Question for this page: in a single layer of WSe₂, do the highest filled states belong mainly to selenium or to tungsten? Holes in a p-type transistor channel travel in these states, so the answer bears on what a metal contact has to reach. The table divides the states into energy windows, with energies counted from the Fermi level. The share of W 5d or Se 4p is the part of the states in a window that projects onto that atomic orbital; it describes the makeup of the states and is no oxidation state.

Ansatz 0.2.0, scalar-relativistic PBE with plane waves and PAW, without spin-orbit coupling, for a single layer of WSe₂ with fixed atoms. The calculation uses a 420 eV cutoff, a 12×12×2 k mesh and Gaussian smearing of 0.05 eV, without spin polarisation. States are counted in electrons per cell, and the orbital shares are shares of the Loewdin projections.

```
bottom of the window, from the Fermi level (eV)  top of the window (eV)  states in the window (per cell)  share of W 5d  share of Se 4p
                                         -15.53                  -13.13                             4.00           0.08            0.03
                                          -7.09                   -0.73                            14.00           0.34            0.60
                                          -7.08                   -4.96                             4.10           0.24            0.64
                                          -4.96                   -2.86                             4.79           0.34            0.62
                                          -1.36                   -0.75                                ?              ?               ?
                                           0.75                    1.36                             1.19           0.65            0.32
```

The windows overlap, so the rows can't be read straight down as one series. The first window is the pair of Se 4s bands. The second, with 14 states, holds all the other valence electrons and contains the next two windows as well as the one marked with question marks. Taking the two lower parts away from the 14 leaves 5.11 states between -2.86 and -0.73 eV.

The known parts already show a direction. W 5d makes up 0.24 of the bottom window, 0.34 of the middle one and 0.65 of the empty one above the gap, while Se 4p falls. The contrast between the filled windows and the empty one is what a polar covalent bond should give. The Se 4p level lies below the W 5d level, so when the two mix, the lower, bonding combinations keep mostly Se 4p character and the upper, antibonding ones mostly W 5d. The shares fit this picture, although they don't carry the sign of the overlap, which comes from theory. The small rise within the filled windows is another matter: stronger mixing alone would push a bonding state down and make it richer in W 5d, so the bottom window would have the larger share.

Counting electrons sharpens the picture. Two Se atoms have six 4p orbitals, which give six bands with room for 12 electrons. The 14-state window therefore holds two electrons more than the p bands can take. In formal terms W gives four of its six valence electrons to selenium and keeps two, and in the trigonal prism of Se atoms these two fill one band of mainly W 5d character. That band should lie on top of the p bands and form the valence edge.

The table allows an estimate of how much W 5d this band contains. Multiplying each number of states by its W 5d share and subtracting the lower windows gives the W 5d weight of the remaining 5.11 states:

14.00 × 0.34 − 4.10 × 0.24 − 4.79 × 0.34 = 2.15

Two of the 5.11 states are assigned to the d band. The other 3.11 are p-band states with an unknown W 5d share s, so the share x of the d band is

x = (2.15 − 3.11 s) / 2

If these p states resemble the bottom window, s is 0.24 and x is 0.70. If they resemble the middle window, s is 0.34 and x is 0.55. The midpoint, 0.62, is the forecast. The Se 4p share follows because the two shares add up to about 0.97 in the remaining states.

There is a simpler reading without any separate d band: the W 5d share might just climb steadily with energy. A straight line through the shares of the bottom, middle and empty windows, plotted against the window centres, gives 0.52 for the withheld window. That is the lower end of the range I give below, so a result there would leave the two readings undecided.

The number of states needs a different argument. Near a band maximum in two dimensions, a parabolic band has a constant density of states, proportional to its effective mass. With rough recalled masses for the two hole pockets at the K points and the heavier one at Γ, the window should hold about 0.5 states. The bands flatten away from their maxima, which adds states, so I raise the forecast to 0.7.

Forecasts for the window from -1.36 to -0.75 eV:
W 5d share 0.62, range 0.52 to 0.72, the majority.
Se 4p share 0.35, range 0.25 to 0.45, the minority.
States per cell 0.7, range 0.4 to 1.0, fewer than in the empty window.

The withheld rows as computed:

```
bottom of the window, from the Fermi level (eV)  top of the window (eV)  states in the window (per cell)  share of W 5d  share of Se 4p
                                          -1.36                   -0.75                             0.79           0.70            0.28
```

The valence edge is mainly tungsten. All three values fall inside their ranges, with W 5d 0.08 above the forecast and Se 4p 0.07 below it. These two count as one success, since the Se 4p forecast was obtained from the W 5d one. The straight line does much worse: it falls short of the computed W 5d share by 0.18.

The line fails because the change isn't steady. With the withheld window known, it can be subtracted too, which leaves the states between -2.86 and -1.36 eV with a W 5d share of 0.37. Even though the d-band model places the lower part of the d band among these states, their average is hardly more than the 0.34 of the window below, and then the share jumps to 0.70 at the edge. A d-rich band sitting on top of p-rich bands gives such a step, whereas a gradual change of mixing through the whole valence region would not.

The forecast for W 5d was still somewhat low, and the model suggests a possible reason. It gives the average over a band of two states, but the window holds only 0.79 states, the upper part of that band. If the coupling to the p bands were equally strong throughout the d band, its lower part, being closer to them in energy, would mix with them more, and its top would be richer in W 5d than its average. But the coupling can vary across the band, and where it is stronger it lifts the state and adds Se 4p, which works the other way. The table can't tell which effect wins. The other p-band states may instead resemble the bottom window, which by itself gives 0.70. Rounding is not to blame: with one more digit for each share, taken from the same run, the midpoint stays close to 0.62.

For a transistor channel the result suggests that both carriers live mainly on tungsten: the W 5d share is 0.70 on the hole side of the gap and 0.65 on the electron side. The size of this majority depends on how the states are divided: when their density is shared out among the atoms in space, tungsten holds only about 0.55 in both windows. All these values are averages over windows about 0.6 eV wide, while most carriers sit much closer to the band edges, where the shares may differ somewhat. A metal laid on top of the layer touches selenium first. Its coupling to the channel therefore has to pass through the Se layer, and the Se 4p part of the edge states, roughly three tenths on either side of the gap, can help to provide that path.

The number of states came out 0.09 above the forecast, so the upward correction of the pocket estimate went the right way, although errors in the recalled masses could have the same effect. I would not look for a cause of the rest, because the mesh of k points is coarse for so narrow a window, as it is for the empty window too. Spin-orbit coupling, which this calculation leaves out, also matters for the count: it splits the valence edge at K by roughly 0.4 to 0.5 eV, a large part of the window's width. It would shift states into or out of the window, but both split branches come from the same W 5d orbitals, so the edge should remain a tungsten edge. The printed output below gives the subtraction, the line and each miss.

The analysis program printed:

```
states left between -2.86 and -0.73 eV (per cell): 5.11
W 5d share of these remaining states: 0.4202
Se 4p share of these remaining states: 0.5492
distance from top of filled window to bottom of empty window (eV): 1.48
d band model, W 5d share if the other states resemble the bottom window: 0.7005
d band model, W 5d share if the other states resemble the middle window: 0.545
d band model, W 5d share, midpoint: 0.6228
largest effect of rounded shares on the d band value: 0.05723
d band model, Se 4p share: 0.3466
hole pocket estimate of states in the withheld window (per cell): 0.5216
fit of s_W_5d on 3 rows (lo > -7.085): constant 0.5838 +/- 0.014, coefficient of mid 0.05875 +/- 0.0034; rms 0.0102, worst -4.96 0.0141, leave-one-out rms 0.0486
  rows outside the fit (model, value, miss): -15.53 -0.2581, 0.08, -0.338; -7.09 0.3541, 0.34, 0.0141; -1.36 0.5218, 0.7, -0.178
withheld window, computed W 5d share: 0.7
computed less forecast 0.62 for W 5d: 0.08
withheld window, computed Se 4p share: 0.28
computed less forecast 0.35 for Se 4p: -0.07
withheld window, computed states (per cell): 0.79
computed less forecast 0.7 for states (per cell): 0.09
states between -2.86 and -1.36 eV after removing the withheld window (per cell): 4.32
W 5d share of the states between -2.86 and -1.36 eV: 0.3691
```
